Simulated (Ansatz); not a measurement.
Runs of Ansatz 0.2.0 on I. The structure is orthorhombic, space group Cmce (No. 64). The conventional cell has a = 7.270 Å, b = 4.790 Å, c = 9.793 Å, α = 90.00°, β = 90.00°, γ = 90.00°. Around I (site symmetry m) lie 1 I at 2.68 Å. 

| task | level | cell | k mesh | cutoff (eV) | smearing | atoms under strain | points for each segment of the path | gap on the mesh (eV) | pressure (GPa) | largest force (eV/Å) |
| --- | --- | --- | --- | --- | --- | --- | --- | --- | --- | --- |
| elastic constants | r2SCAN | as given | 6 × 6 × 3 | 500 | fixed | relaxed | - | 1.35 | 0.1 | - |
| band structure | r2SCAN | as given | 7 × 7 × 3 | 500 | fermi-dirac 0.05 eV | - | 14 | 1.58 | 1.2 | 0.64 |
| relaxation of cell and atoms | PBEsol | relaxed | 7 × 7 × 3 | 420 | fermi-dirac 0.05 eV | - | - | (b) | 0.0 | - |
| band structure | RPBE | as given | 7 × 7 × 3 | 420 | fermi-dirac 0.05 eV | - | 14 | (a) | 3.2 | 0.85 |

Alike in all rows: potentials or basis Ansatz PAW; no spin polarisation.

Estimate the missing entries.

(a) 1.37; (b) 0.80.

Caveats: spin-orbit coupling is left out, which moves the levels of the heavy elements; the PAW data sets come from PBE, with cores solved anew for the run's functional, which leaves a small shift of forces and pressure; odd divisions of the mesh miss points on the zone boundary, where band edges often lie, so the gap on the mesh can be too wide (some runs); the k mesh misses the band edges, so the gap on the mesh is wider than the one along the path (some runs); the plane-wave basis is chosen anew once the cell has moved, so the energies of steps on either side of that aren't comparable (some runs).

A k mesh can miss the band edges, and the runs leave out spin-orbit coupling on I.

Runs at the PBE level aren't shown here.
